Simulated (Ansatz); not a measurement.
## Deforming Gd

```xyz
2
Lattice="3.6360 0.0000 0.0000 -1.8180 3.1489 0.0000 0.0000 0.0000 5.7826" Properties=species:S:1:pos:R:3 pbc="T T T"
Gd    0.0000    2.0992    1.4457
Gd    1.8180    1.0496    4.3369
```

Atoms are numbered in the order listed.

Structure: COD 9008499, as refined from experiment and not relaxed.

Where the f shell is localised, expect the real compound to differ from this run without U.

The magnetic state is the one reached from the start moments; no search over orders was made, so it needn't be the ground state.

Spin–orbit coupling is left out, though it moves levels of the heavy atoms by tenths of an eV or more.

All numbers below come from DFT, PBE, all-electron LAPW, scalar-relativistic (Ansatz 0.2.0).

Settings: a Γ-centred 12×12×7 k mesh, Fermi–Dirac smearing of 0.05 eV, basis error target 0.5 meV/atom, spin-polarised from start moments Gd1 7, Gd2 7 μB.

The unchanged cell is at 0.55 GPa.

In a metal, stresses and small energies carry noise from the k mesh.

x, y and z are the Cartesian axes of the cell as listed; fractional coordinates follow a strain, and an engineering shear is twice the off-diagonal strain component.

Task: With this change (z strained by -2 % at fixed volume), what becomes of the energy and stress and moment?

Result: Energy change +5 meV/atom; stress change (xx, yy, zz, yz, xz, xy) -0.58, -0.58, 1.14, 0.00, 0.00, 0.00 GPa, compression positive; moment 15.31 → 15.28 μB.

Task: With this change (atom 1 (Gd) moved by (0.1155, 0.1155, 0.1155) Å), what becomes of the energy and stress and forces and moment?

Result: Energy change +15 meV/atom; stress change (xx, yy, zz, yz, xz, xy) -0.37, 0.40, 0.30, 0.16, 0.13, -0.40 GPa, compression positive; change of the force on Gd1 (-0.108, -0.115, -0.289) eV/Å; moment 15.31 → 15.30 μB.

Task: What force constant does this one finite step give for Gd1 along its displacement (all its periodic images move with it)?

Result: k = −ΔF·u/|u|² = 1.48 eV/Å², so the force pulls the atom back.
